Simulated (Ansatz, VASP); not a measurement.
## One calculation of C, two programs

INCAR

```
SYSTEM = C
PREC = Accurate
ENCUT = 520
EDIFF = 1E-6
ISMEAR = -1
SIGMA = 0.1
LREAL = .FALSE.
LASPH = .TRUE.
NELM = 80
ALGO = Normal
ISIF = 2
LWAVE = .FALSE.
LCHARG = .TRUE.
GGA = PE
LELF = .TRUE.
LVHAR = .TRUE.
NBANDS = 11
```

KPOINTS

```
regular mesh
0
G
  23 23 5
  0 0 0
```

The input POSCAR:

```
C
1.0
    1.7641703154      0.0000000000      0.0000000000
   -0.8820851577      1.5278163098      0.0000000000
    0.0000000000      0.0000000000      8.4113910678
C
2
Direct
    0.3333333333      0.6666666667      0.2500000000
    0.6666666667      0.3333333333      0.7500000000
```

Input for Ansatz:

```yaml
crystal:
  lattice:
    - [1.7641703154, 0.0, 0.0]
    - [-0.8820851577, 1.5278163098, 0.0]
    - [0.0, 0.0, 8.4113910678]
  atoms:
    - { symbol: C, position: [0.3333333333, 0.6666666667, 0.25] }
    - { symbol: C, position: [0.6666666667, 0.3333333333, 0.75] }
hamiltonian:
  xc: pbe
  pseudopotentials:
    kind: paw
    azcp:
      C: "pseudopotentials/C.paw.azcp"
basis:
  ecutwfc: 420
  fft_grid_basis: typed
kpoints:
  mp_grid: { grid: [23, 23, 5], shift: [0, 0, 0] }
magnetization:
  spin_polarized: false
scf:
  occupations: { method: fermi_dirac, width: 0.1 }
  lower_state_search: "off"
output:
  stress: true
```

Alike in both runs: task single point; functional PBE; k mesh 23 × 23 × 5; occupations fermi-dirac, width 0.1 eV; no spin polarisation.

|  | VASP | Ansatz |
| --- | --- | --- |
| version | VASP 6.6.1 | Ansatz 0.2.0 |
| potentials or method | VASP PAW PBE potentials, release 64 (C) | plane waves (420 eV) with PAW, scalar-relativistic |
| plane-wave cutoff (eV) | 520 | 420 |
| valence electrons in the cell | 8 | 8 |

VASP gave:

| Quantity | Value |
| --- | --- |
| pressure (GPa) | -4.4 |
| largest component of the traceless stress (GPa) | 4.16 |

**Question.** What did Ansatz give for the same quantities?

**Answer.** Pressure (GPa): -4.2; largest component of the traceless stress (GPa): 4.07.

Caveats: this functional lacks dispersion, which binds the layers, so the pressure and a relaxed spacing across them are unreliable.
